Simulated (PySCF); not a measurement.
Geometries of 4 isomers of C4H6O2, from PBE0-D3(BJ)/def2-SVP geometry optimisation, gas phase (PySCF). One conformer each, no zero-point energy, no frequencies.

Question: Which is lowest in electronic energy at this level?
A.
```xyz
12
angstrom
C     -2.268    0.173    1.121
C     -1.307   -0.420    0.420
O     -0.131    0.230    0.163
C      0.812   -0.407   -0.580
C      2.016    0.465   -0.753
O      0.668   -1.512   -1.023
H     -2.148    1.188    1.505
H     -3.197   -0.362    1.321
H     -1.363   -1.431    0.007
H      2.399    0.772    0.231
H      2.785   -0.078   -1.312
H      1.734    1.382   -1.291
```
B.
```xyz
12
angstrom
C      2.477   -0.335    0.107
C      1.218   -0.772    0.048
C      0.088    0.188    0.069
O      0.186    1.386    0.157
O     -1.085   -0.451   -0.027
C     -2.236    0.371   -0.016
H      2.675    0.739    0.174
H      3.326   -1.023    0.091
H      0.966   -1.833   -0.019
H     -2.335    0.895    0.947
H     -2.187    1.128   -0.813
H     -3.094   -0.293   -0.173
```
C.
```xyz
12
angstrom
O      2.223   -1.374    0.207
C      1.176   -0.822    0.056
C      0.850    0.653    0.214
C     -0.665    0.661    0.331
C     -1.034   -0.575   -0.486
O      0.052   -1.475   -0.317
H      1.202    1.168   -0.696
H      1.399    1.080    1.063
H     -0.966    0.523    1.381
H     -1.146    1.576   -0.042
H     -1.139   -0.338   -1.559
H     -1.952   -1.077   -0.152
```
D.
```xyz
12
angstrom
C      1.761   -0.040   -0.085
C      0.302   -0.112   -0.484
C     -0.641    0.126    0.657
O     -0.310    0.374    1.791
C     -2.138    0.050    0.348
O     -2.577   -0.180   -0.745
H      2.000   -0.797    0.676
H      2.414   -0.206   -0.953
H      2.004    0.941    0.348
H      0.045    0.616   -1.274
H      0.035   -1.087   -0.931
H     -2.778    0.231    1.248
```

Answer: C. That is `C1CC(OC1)=O` (gamma-butyrolactone), 18.9 kcal/mol below the next.

```csv
SMILES,atoms numbered as above,E (Eh),relative (kcal/mol),relative (kJ/mol),dipole (D)
O=C1CCCO1,[O:1]=[C:2]1[CH2:3][CH2:4][CH2:5][O:6]1,-305.93559,0.0,0.0,4.46
C=COC(C)=O,[CH2:1]=[CH:2][O:3][C:4]([CH3:5])=[O:6],-305.90552,18.9,79.0,1.70
C=CC(=O)OC,[CH2:1]=[CH:2][C:3](=[O:4])[O:5][CH3:6],-305.90090,21.8,91.1,1.47
CCC(=O)C=O,[CH3:1][CH2:2][C:3](=[O:4])[CH:5]=[O:6],-305.89726,24.1,100.6,1.02
```

As drawn, the lowest has a C(=O)–O unit, which the highest lacks.
